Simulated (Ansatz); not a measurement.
# The W2NS2 MXene monolayer under a gate, part 2 of 3

Aim: charge, voltage and capacitance of the W2NS2 MXene monolayer in a field-effect set-up.

Ansatz 0.2.0; plane-wave DFT, PBEsol-D3(BJ), Ansatz PAW (the session's first sound run).

So far. Step 2 (Relaxation): The lattice constant a goes from 3.054 to 2.951 Å.

## (3) Gated layer, added electrons 0, start network

The slab is cut off from its images along the normal. A charged sheet stands for each gate, the layer takes the opposite charge, and a barrier ahead of the sheet keeps electrons from leaking to it. The uncharged case sets the zero; a dense mesh is needed because few carriers fill a small part of the zone.

The cell differs from the one that the last finished run ended in (c 42.977 → 42.141 Å).

input.yaml reads:

```yaml
crystal:
  lattice:
    - [2.9508915175, 0.0, 0.0]
    - [-1.4754457587, 2.555547018, 0.0]
    - [0.0, 0.0, 42.1411971237]
  atoms:
    - { symbol: S, position: [0.3333333333, 0.6666666667, 0.4271354691] }
    - { symbol: W, position: [0.6666666667, 0.3333333333, 0.4666189384] }
    - { symbol: "N", position: [0.0, 0.0, 0.5] }
    - { symbol: W, position: [0.3333333333, 0.6666666667, 0.5333810616] }
    - { symbol: S, position: [0.6666666667, 0.3333333333, 0.5728645309] }
  periodic: [true, true, false]
  symmetry: { detect: true }
kpoints:
  mp_grid: { grid: [42, 42, 1] }
  band_path:
    path: [[0, 0, 0], [0.5, 0, 0], [0.33333333, 0.33333333, 0], [0, 0, 0]]
    npoints: 16
hamiltonian:
  xc: pbesol
  dispersion: d3bj
scf:
  occupations: { method: fermi_dirac, width: 0.05 }
  convergence: { dr2_threshold: 1.0e-10 }
output:
  forces: true
  eigenvalues: true
  dos: { projected: true, e_range: [-3, 3], de: 0.01 }
  write_potential: true
  write_density: true
  volumetric_format: npy
  elf: true
external_charges:
  - { charge: 0, barrier: 10, axis: 3, height: 26.641, sigma: 0.25 }
```

On the command line:

```
> ansatz run input.yaml --threads 4 --pin off --max-ram 12288MiB --backend cpu --events-out ev --progress --plain --runs-dir out
```

Numbers of over 12 decimals in the logs are rounded to 6 here.

The log of the run:

```text
[...]
Crystal: 5 atoms, lattice volume = 317.793 Å³
Basis set: ecut = 420 eV, 6117 PW (Γ), exchange–correlation on 40×40×576 points (8 copies of the dense FFT grid, shifted against one another)
Bands: 28, of which v1, the nominal top of the filled ones, is band 23 counted from 1 (22 counted from 0)
Symmetry: 6 space group operations
k-points: 169 of 1764 (time reversal used)
[...]
SCF iter   1: F=—  HF=-22664.694958 eV  |F-HF|=—  |Δ(HF+E_count)|=         —  Δρ=5.36e-3  dr2=1.29e-1  ethr=1.77e-3  ⟨swp⟩=15.7  Hψ=44131  notcnv=0
[...]
SCF iter   9: F=-22664.678754 eV  HF=-22664.678754 eV  |F-HF|=1.88e-9  |Δ(HF+E_count)|=   1.11e-8  Δρ=1.14e-7  dr2=3.47e-11  ethr=1.00e-12  ⟨swp⟩=22.1  Hψ=55390  notcnv=0
SCF 1 converged in 9 iterations: F = -22664.678754 eV  dr2 = 3.47e-11
[...]
NSCF: frozen V_eff on 49 k-points
WARN: The output density's exchange-correlation potential varies sharply where the density is thin. Do not read a vacuum level from v_tot or v_xc, or from such a field of the output density. On a cell that repeats whose density bears no net charge and no dipole along the vacuum's axis use v_es (v_loc + v_h of the components); under efield.dipole_correction with no amplitude use v_es + v_field, which holds any externa [...]
SCF converged after 9 iterations
Free energy (F): -22664.678754 eV
[...]
Internal energy: -22664.658960 eV  (E = F + TS)
E sigma→0 (E₀):  -22664.668857 eV
Entropy (-TS):   -0.019795 eV (-3.959 meV/atom)
Fermi energy:    -4.884405 eV
[...]
--- Forces (eV/Å), atoms and charges each counted from 1 ---
  atom   1  S      0.00000000    -0.00000000     0.02789574
  atom   2  W     -0.00000000     0.00000000    -0.00662311
  atom   3  N     -0.00000000     0.00000000     0.00124599
  atom   4  W      0.00000000    -0.00000000    -0.00928627
  atom   5  S      0.00000000     0.00000000    -0.10511474
  external charge   1     0.00000000     0.00000000     0.09188049
  max |Σ_I F_I| component, the external charges' with the atoms': 1.91e-6 eV/Å
--- Band table (eV; the first three rows and the last of 169) ---
  k-point 0: bands = [... 19 lower, -5.5149, -5.4991, -5.4991, -5.4459, -5.4459, -4.6235, -4.6235, -2.0204, ... 1 higher]
  k-point 1: bands = [... 19 lower, -5.7501, -5.7246, -5.4900, -5.2329, -5.2116, -4.6642, -4.6366, -2.0512, ... 1 higher]
  k-point 2: bands = [... 19 lower, -6.0614, -5.9609, -5.4311, -5.0346, -4.9485, -4.7650, -4.6734, -2.1368, ... 1 higher]
  k-point 168: bands = [... 19 lower, -9.1366, -5.1373, -4.5784, -4.5776, -4.0735, -3.0339, -3.0336, -2.0993, ... 1 higher]
```

The job ended after 75 s (4 threads of Arm Neoverse V1, shared host; peak memory 1.4 GiB).

The column dr2 measures how far the density is from self-consistency, as an energy; F and HF (Harris–Foulkes) agree once it is small.

This step gave:

| Property | Result |
| --- | --- |
| energy at zero smearing | -22664.6689 eV |
| potential beyond the upper barrier and gate, less the barrier, from the Fermi level | 4.768 eV |

Running mean over a fixed 2.8 Å (it still follows the layers) of the planar mean; beyond a gate it holds the 10 eV model barrier. The electron's electrostatic potential energy less the Fermi level by z:

| z (Å) | electron's electrostatic potential energy less the Fermi level (eV) |
| --- | --- |
| 4 | 5.00 |
| 5 | 5.00 |
| 6 | 5.00 |
| 7 | 5.00 |
| 8 | 5.00 |
| 9 | 5.00 |
| 10 | 5.00 |
| 11 | 5.00 |
| 12 | 5.00 |
| 13 | 5.00 |
| 14 | 5.00 |
| 15 | 4.96 |
| 16 | 3.99 |
| 17 | -1.03 |
| 18 | -6.68 |
| 19 | -13.2 |
| 20 | -13.0 |
| 21 | -12.9 |
| 22 | -13.0 |
| 23 | -13.2 |
| 24 | -7.94 |
| 25 | -1.72 |
| 26 | 6.03 |
| 27 | 11.0 |
| 28 | 14.3 |
| 29 | 14.8 |
| 30 | 14.8 |
| 31 | 14.8 |
| 32 | 14.8 |
| 33 | 14.8 |
| 34 | 14.8 |
| 35 | 14.8 |
| 36 | 14.8 |
| 37 | 14.8 |
| 38 | 14.8 |

The density of states has structure finer than the step of the table below, so its rows give means over 0.2 eV, whole bins alone (the curve runs from -3 to 1.99 eV). Peaks (eV: height): -2.73: 4.62, -1.90: 20.0, -1.84: 8.41, -1.17: 4.59, -0.23: 7.43.

Density of states against energy, zero at the Fermi level; means over each step:

| energy (eV) | density of states (states/eV a cell) |
| --- | --- |
| -2.8 | 2.76 |
| -2.6 | 2.24 |
| -2.4 | 2.01 |
| -2.2 | 0.580 |
| -2.0 | 2.55 |
| -1.8 | 5.53 |
| -1.6 | 2.16 |
| -1.4 | 1.87 |
| -1.2 | 2.93 |
| -1.0 | 1.99 |
| -0.8 | 1.43 |
| -0.6 | 1.30 |
| -0.4 | 2.25 |
| -0.2 | 3.44 |
| 0.0 | 2.49 |
| 0.2 | 1.98 |
| 0.4 | 1.84 |
| 0.6 | 1.73 |
| 0.8 | 2.68 |
| 1.0 | 2.50 |
| 1.2 | 2.18 |
| 1.4 | 1.88 |
| 1.6 | 1.75 |
| 1.8 | 1.81 |

Projected DOS per atom over height of the atomic layer and energy from the Fermi level. Layers: S W N W S from below.

Ten even steps from '0' (0.02 states/eV) to '9' (1.02 states/eV), each cell a mean:
```
17071
06060
16061
17171
28282
27272
16261
06160
18281
29392
28282
13131
14141
27272
27272
25252
78487
76367
11011
44044
56065
75057
```
Columns: height of the atomic layer (Å) from 18 to 24.1 (not evenly spaced); rows upwards: energy from the Fermi level (eV) from -2.98 to 1.97.

The electronic bands at the labelled points (eV, zero at the Fermi level):

| point | band 19 | band 20 | band 21 | band 22 | band 23 | band 24 | band 25 | band 26 |
| --- | --- | --- | --- | --- | --- | --- | --- | --- |
| Γ | -2.44 | -0.63 | -0.61 | -0.61 | -0.56 | -0.56 | 0.26 | 0.26 |
| halfway | -2.55 | -2.48 | -1.90 | -1.33 | -0.10 | 0.36 | 1.03 | 1.80 |
| M | -3.26 | -2.91 | -2.04 | -1.83 | 2.28 | 2.85 | 3.03 | 3.07 |
| halfway | -3.87 | -3.60 | -1.70 | -0.63 | 1.34 | 1.79 | 2.35 | 2.50 |
| K | -4.26 | -4.25 | -0.25 | 0.31 | 0.31 | 0.81 | 1.85 | 1.85 |
| halfway | -3.02 | -2.98 | -1.37 | -1.29 | -0.23 | 0.47 | 1.65 | 2.17 |
| Γ | -2.44 | -0.63 | -0.61 | -0.61 | -0.56 | -0.56 | 0.26 | 0.26 |

Force by atom:

| atom | x (eV/Å) | y (eV/Å) | z (eV/Å) | size |
| --- | --- | --- | --- | --- |
| S1 | 0.000 | 0.000 | 0.028 | 0.028 |
| W2 | 0.000 | 0.000 | -0.007 | 0.007 |
| N3 | 0.000 | 0.000 | 0.001 | 0.001 |
| W4 | 0.000 | 0.000 | -0.009 | 0.009 |
| S5 | 0.000 | 0.000 | -0.105 | 0.105 |

Electrostatic potential energy in the ca plane at fractional y = 0.333, with atoms of W and S within 0.2 Å of it. With pseudopotentials it is smooth inside the atoms' cores, unlike the true potential.

Ten even steps from '0' (-53 eV) to '9' (0 eV), each cell a mean:
```
99999999999999999998886311578887778644689999
99999999999999999999983000168998887312279999
99999999999999999999972000068999886223269999
99999999999999999999984000268988887312379999
99999999999999999998887423588887778755799999
99999999999999999987788777888875467888999999
99999999999999999987678888888875357899999999
99999999999999999987788767888876567888999999
```
Columns run along c (16.0 Å, from fractional 0.26 to 0.64 of the cell; values clipped at the 3rd and 97th percentile), rows up along a (3.0 Å). Atoms in or near the plane, at fractional coordinates: W at (0.47, 0.67), S at (0.57, 0.67).

ELF in the ca plane at fractional y = 0.333, with atoms of W and S within 0.2 Å of it. It is the smooth field of the valence electrons, not physical close to the nuclei.

Ten even steps from '0' (0.00) to '9' (0.94), each cell a mean:
```
00000000000012455425652232222368889873100000
00000000000000122246465211233476359986200000
00000000000000011256146211233574039997300000
00000000000000123246565211233477469986200000
00000000000013566534542232222258888863000000
00000000000146788742222564223235554310000000
00000000000257888753323675234322221000000000
00000000000146787742222464223235665320000000
```
Columns run along c (16.0 Å, from fractional 0.29 to 0.67 of the cell), rows up along a (3.0 Å). Atoms in or near the plane, at fractional coordinates: W at (0.47, 0.67), S at (0.57, 0.67).

Valence density in the ca plane at fractional y = 0.333, with atoms of W and S within 0.2 Å of it. It is the smooth field of the valence electrons, not physical close to the nuclei.

Ten steps, logarithmic in the rise over the least value, from '0' (0.0 e/Å³) to '9' (5.0 e/Å³), each cell a mean:
```
00000000000000001234445788644444445666542100
00000000000000000123347999853333445666653100
00000000000000000122347999953333445654653100
00000000000000000123447999853333445666653100
00000000000000001234455787644444555566532000
00000000000000001345554454445555655444321000
00000000000000001345554444455556765433211000
00000000000000001245554555445555655454321000
```
Columns run along c (16.0 Å, from fractional 0.26 to 0.64 of the cell), rows up along a (3.0 Å). Atoms in or near the plane, at fractional coordinates: W at (0.47, 0.67), S at (0.57, 0.67).

There is no gap.

## (4) Gated layer, added electrons -1×10¹³ per cm²

Changes to input.yaml since step 3:

```diff
@@ -13,2 +13,3 @@
   symmetry: { detect: true }
+total_charge: 0.007541
 kpoints:
@@ -27,3 +28,2 @@
   eigenvalues: true
-  dos: { projected: true, e_range: [-3, 3], de: 0.01 }
   write_potential: true
@@ -31,4 +31,4 @@
   volumetric_format: npy
-  elf: true
 external_charges:
   - { charge: 0, barrier: 10, axis: 3, height: 26.641, sigma: 0.25 }
+  - { charge: -0.007541, axis: 3, height: 28.141, sigma: 0.33 }
```

The log of the run:

```text
[...]
Crystal: 5 atoms, lattice volume = 317.793 Å³
Basis set: ecut = 420 eV, 6117 PW (Γ), exchange–correlation on 40×40×576 points (8 copies of the dense FFT grid, shifted against one another)
Bands: 28, of which v1, the nominal top of the filled ones, is band 22 counted from 1 (21 counted from 0)
Symmetry: 6 space group operations
k-points: 169 of 1764 (time reversal used)
[...]
SCF iter   1: F=—  HF=-22666.422784 eV  |F-HF|=—  |Δ(HF+E_count)|=         —  Δρ=4.08e-2  dr2=6.98e0  ethr=3.10e-3  ⟨swp⟩=16.2  Hψ=44784  notcnv=0
[...]
SCF iter  11: F=-22664.640848 eV  HF=-22664.640848 eV  |F-HF|=9.09e-10  |Δ(HF+E_count)|=   1.65e-8  Δρ=1.31e-7  dr2=4.98e-11  ethr=1.00e-12  ⟨swp⟩=23.0  Hψ=57357  notcnv=0
SCF 1 converged in 11 iterations: F = -22664.640848 eV  dr2 = 4.98e-11
[...]
SCF converged after 11 iterations
Free energy (F): -22664.640848 eV
[...]
Internal energy: -22664.620993 eV  (E = F + TS)
E sigma→0 (E₀):  -22664.630921 eV
Entropy (-TS):   -0.019855 eV (-3.971 meV/atom)
Fermi energy:    -5.159994 eV
[...]
--- Forces (eV/Å), atoms and charges each counted from 1 ---
  atom   1  S      0.00000000    -0.00000000     0.02599964
  atom   2  W      0.00000000     0.00000000    -0.00307092
  atom   3  N     -0.00000000     0.00000000     0.00180599
  atom   4  W      0.00000000    -0.00000000    -0.01663912
  atom   5  S      0.00000000     0.00000000    -0.09564985
  external charge   1     0.00000000     0.00000000     0.08823852
  external charge   2     0.00000000     0.00000000    -0.00068314
  max |Σ_I F_I| component, the external charges' with the atoms': 1.13e-6 eV/Å
--- Band table (eV; the first three rows and the last of 169) ---
  k-point 0: bands = [... 18 lower, -7.5844, -5.7860, -5.7725, -5.7725, -5.7188, -5.7188, -4.8961, -4.8961, ... 2 higher]
  k-point 1: bands = [... 18 lower, -7.5717, -6.0231, -5.9977, -5.7612, -5.5060, -5.4847, -4.9368, -4.9092, ... 2 higher]
  k-point 2: bands = [... 18 lower, -7.5357, -6.3342, -6.2340, -5.7026, -5.3073, -5.2217, -5.0379, -4.9460, ... 2 higher]
  k-point 168: bands = [... 18 lower, -9.4118, -9.4016, -5.4087, -4.8527, -4.8481, -4.3424, -3.3088, -3.3053, ... 2 higher]
```

The job ended after 87 s (4 threads; peak memory 1.4 GiB).

This step gave:

```
energy at zero smearing                                                             : -22664.6309 eV
potential beyond the upper barrier and gate, less the barrier, from the Fermi level : 5.319 eV
```

Electronic bands along the path, in eV, zero at the Fermi level:

| point | band 19 | band 20 | band 21 | band 22 | band 23 | band 24 | band 25 | band 26 |
| --- | --- | --- | --- | --- | --- | --- | --- | --- |
| Γ | -2.42 | -0.63 | -0.61 | -0.61 | -0.56 | -0.56 | 0.26 | 0.26 |
| halfway | -2.55 | -2.47 | -1.90 | -1.33 | -0.10 | 0.36 | 1.04 | 1.80 |
| M | -3.25 | -2.90 | -2.04 | -1.82 | 2.29 | 2.86 | 3.03 | 3.08 |
| halfway | -3.86 | -3.59 | -1.70 | -0.63 | 1.34 | 1.80 | 2.35 | 2.50 |
| K | -4.25 | -4.24 | -0.25 | 0.31 | 0.31 | 0.82 | 1.85 | 1.85 |
| halfway | -3.02 | -2.98 | -1.37 | -1.28 | -0.23 | 0.47 | 1.65 | 2.17 |
| Γ | -2.42 | -0.63 | -0.61 | -0.61 | -0.56 | -0.56 | 0.26 | 0.26 |

Force by atom:

| atom | x (eV/Å) | y (eV/Å) | z (eV/Å) | size |
| --- | --- | --- | --- | --- |
| S1 | 0.0000 | 0.0000 | 0.0260 | 0.0260 |
| W2 | 0.0000 | 0.0000 | -0.0031 | 0.0031 |
| N3 | 0.0000 | 0.0000 | 0.0018 | 0.0018 |
| W4 | 0.0000 | 0.0000 | -0.0166 | 0.0166 |
| S5 | 0.0000 | 0.0000 | -0.0956 | 0.0956 |

Against the uncharged case this takes -0.55 V.

## (5) Gated layer, added electrons -2×10¹³ per cm²

Changes to input.yaml since step 4:

```diff
@@ -13,3 +13,3 @@
   symmetry: { detect: true }
-total_charge: 0.007541
+total_charge: 0.015082
 kpoints:
@@ -33,2 +33,2 @@
   - { charge: 0, barrier: 10, axis: 3, height: 26.641, sigma: 0.25 }
-  - { charge: -0.007541, axis: 3, height: 28.141, sigma: 0.33 }
+  - { charge: -0.015082, axis: 3, height: 28.141, sigma: 0.33 }
```

The log of the run:

```text
[...]
Crystal: 5 atoms, lattice volume = 317.793 Å³
Basis set: ecut = 420 eV, 6117 PW (Γ), exchange–correlation on 40×40×576 points (8 copies of the dense FFT grid, shifted against one another)
Bands: 28, of which v1, the nominal top of the filled ones, is band 22 counted from 1 (21 counted from 0)
Symmetry: 6 space group operations
k-points: 169 of 1764 (time reversal used)
[...]
--- Band table (eV; the first three rows and the last of 169) ---
  k-point 0: bands = [... 18 lower, -7.8499, -6.0580, -6.0469, -6.0469, -5.9925, -5.9925, -5.1695, -5.1695, ... 2 higher]
  k-point 1: bands = [... 18 lower, -7.8372, -6.2971, -6.2718, -6.0334, -5.7800, -5.7588, -5.2103, -5.1826, ... 2 higher]
  k-point 2: bands = [... 18 lower, -7.8011, -6.6079, -6.5080, -5.9751, -5.5810, -5.4958, -5.3117, -5.2195, ... 2 higher]
  k-point 168: bands = [... 18 lower, -9.6879, -9.6584, -5.6810, -5.1287, -5.1186, -4.6122, -3.5850, -3.5776, ... 2 higher]
[key lines of the parts left out:]
SCF converged after 11 iterations
Free energy (F): -22664.599038 eV
Fermi energy:    -5.436503 eV
```

Run time: 86 s. Hardware: 4 threads; peak memory 1.4 GiB.

Against the uncharged case this takes -1.10 V.

## (6) Gated layer, added electrons -4×10¹³ per cm²

Changes to input.yaml since step 5:

```diff
@@ -13,3 +13,3 @@
   symmetry: { detect: true }
-total_charge: 0.015082
+total_charge: 0.030165
 kpoints:
@@ -33,2 +33,2 @@
   - { charge: 0, barrier: 10, axis: 3, height: 26.641, sigma: 0.25 }
-  - { charge: -0.015082, axis: 3, height: 28.141, sigma: 0.33 }
+  - { charge: -0.030165, axis: 3, height: 28.141, sigma: 0.33 }
```

The log of the run:

```text
[...]
Crystal: 5 atoms, lattice volume = 317.793 Å³
Basis set: ecut = 420 eV, 6117 PW (Γ), exchange–correlation on 40×40×576 points (8 copies of the dense FFT grid, shifted against one another)
Bands: 28, of which v1, the nominal top of the filled ones, is band 22 counted from 1 (21 counted from 0)
Symmetry: 6 space group operations
k-points: 169 of 1764 (time reversal used)
[...]
--- Band table (eV; the first three rows and the last of 169) ---
  k-point 0: bands = [... 18 lower, -8.3834, -6.6046, -6.5985, -6.5985, -6.5428, -6.5428, -5.7191, -5.7191, ... 2 higher]
  k-point 1: bands = [... 18 lower, -8.3704, -6.8477, -6.8226, -6.5804, -6.3308, -6.3097, -5.7599, -5.7322, ... 2 higher]
  k-point 2: bands = [... 18 lower, -8.3340, -7.1580, -7.0587, -6.5226, -6.1311, -6.0468, -5.8620, -5.7692, ... 2 higher]
  k-point 168: bands = [... 18 lower, -10.2429, -10.1747, -6.2285, -5.6834, -5.6623, -5.1546, -4.1400, -4.1251, ... 2 higher]
[key lines of the parts left out:]
SCF converged after 11 iterations
Free energy (F): -22664.503641 eV
Fermi energy:    -5.992173 eV
```

Wall time 75 s (4 threads); peak memory 1.4 GiB.

Against the uncharged case this takes -2.21 V.

## (7) Gated layer, added electrons -7×10¹³ per cm²

Changes to input.yaml since step 6:

```diff
@@ -13,3 +13,3 @@
   symmetry: { detect: true }
-total_charge: 0.030165
+total_charge: 0.052788
 kpoints:
@@ -33,2 +33,2 @@
   - { charge: 0, barrier: 10, axis: 3, height: 26.641, sigma: 0.25 }
-  - { charge: -0.030165, axis: 3, height: 28.141, sigma: 0.33 }
+  - { charge: -0.052788, axis: 3, height: 28.141, sigma: 0.33 }
```

The log of the run:

```text
[...]
Crystal: 5 atoms, lattice volume = 317.793 Å³
Basis set: ecut = 420 eV, 6117 PW (Γ), exchange–correlation on 40×40×576 points (8 copies of the dense FFT grid, shifted against one another)
Bands: 28, of which v1, the nominal top of the filled ones, is band 22 counted from 1 (21 counted from 0)
Symmetry: 6 space group operations
k-points: 169 of 1764 (time reversal used)
[...]
--- Band table (eV; the first three rows and the last of 169) ---
  k-point 0: bands = [... 18 lower, -9.1890, -7.4323, -7.4323, -7.4304, -7.3742, -7.3742, -6.5495, -6.5495, ... 2 higher]
  k-point 1: bands = [... 18 lower, -9.1755, -7.6800, -7.6552, -7.4067, -7.1633, -7.1423, -6.5903, -6.5626, ... 2 higher]
  k-point 2: bands = [... 18 lower, -9.1381, -7.9894, -7.8910, -7.3499, -6.9627, -6.8796, -6.6932, -6.5996, ... 2 higher]
  k-point 168: bands = [... 18 lower, -11.0816, -10.9549, -7.0561, -6.5217, -6.4838, -5.9742, -4.9789, -4.9523, ... 2 higher]
[key lines of the parts left out:]
SCF converged after 11 iterations
Free energy (F): -22664.330941 eV
Fermi energy:    -6.831762 eV
```

The job ended after 79 s (4 threads; peak memory 1.4 GiB; 5.2 min of CPU time).

Against the uncharged case this takes -3.89 V.

## (8) Gated layer, added electrons -11×10¹³ per cm²

Changes to input.yaml since step 7:

```diff
@@ -13,3 +13,3 @@
   symmetry: { detect: true }
-total_charge: 0.052788
+total_charge: 0.082953
 kpoints:
@@ -33,2 +33,2 @@
   - { charge: 0, barrier: 10, axis: 3, height: 26.641, sigma: 0.25 }
-  - { charge: -0.052788, axis: 3, height: 28.141, sigma: 0.33 }
+  - { charge: -0.082953, axis: 3, height: 28.141, sigma: 0.33 }
```

The log of the run:

```text
[...]
Crystal: 5 atoms, lattice volume = 317.793 Å³
Basis set: ecut = 420 eV, 6117 PW (Γ), exchange–correlation on 40×40×576 points (8 copies of the dense FFT grid, shifted against one another)
Bands: 28, of which v1, the nominal top of the filled ones, is band 22 counted from 1 (21 counted from 0)
Symmetry: 6 space group operations
k-points: 169 of 1764 (time reversal used)
[...]
--- Band table (eV; the first three rows and the last of 169) ---
  k-point 0: bands = [... 18 lower, -10.2726, -8.5551, -8.5551, -8.5416, -8.4932, -8.4932, -7.6670, -7.6670, ... 2 higher]
  k-point 1: bands = [... 18 lower, -10.2581, -8.8004, -8.7761, -8.5186, -8.2841, -8.2633, -7.7080, -7.6802, ... 2 higher]
  k-point 2: bands = [... 18 lower, -10.2189, -9.1087, -9.0114, -8.4631, -8.0826, -8.0009, -7.8118, -7.7171, ... 2 higher]
  k-point 168: bands = [... 18 lower, -12.2106, -12.0054, -8.1710, -7.6503, -7.5895, -7.0774, -6.1081, -6.0661, ... 2 higher]
[key lines of the parts left out:]
SCF converged after 11 iterations
Free energy (F): -22664.044885 eV
Fermi energy:    -7.961705 eV
```

Elapsed: 95 s, on 4 threads; peak memory 1.4 GiB; 6.2 min of CPU time.

Running mean over a fixed 2.8 Å (it still follows the layers) of the planar mean; beyond a gate it holds the 10 eV model barrier. Table of electron's electrostatic potential energy less the Fermi level by z:

| z (Å) | electron's electrostatic potential energy less the Fermi level (eV) |
| --- | --- |
| 4 | 5.01 |
| 6 | 5.01 |
| 8 | 5.01 |
| 10 | 5.01 |
| 12 | 5.01 |
| 14 | 5.00 |
| 16 | 3.99 |
| 18 | -6.68 |
| 20 | -13.0 |
| 22 | -13.0 |
| 24 | -7.73 |
| 26 | 8.11 |
| 28 | 19.6 |
| 30 | 20.9 |
| 32 | 20.9 |
| 34 | 20.9 |
| 36 | 20.9 |
| 38 | 20.9 |

Against the uncharged case this takes -6.15 V.

(Part 2 of 3 ends here.)

[Logs are printed without paths, hosts, clocks, repeated set-up lines and the standing remarks that a program may print on its own settings, such as how far it seeks lower states.]

[Hosts, paths, dates, database ids (printed as entryN), source tags and the programs' standing remarks are cut or masked in the printed files.]

[Maps of the electrostatic potential energy from Ansatz leave out the sawtooth potential of an applied field or a dipole correction, so their vacuum need not be flat; planar profiles and work functions include it.]
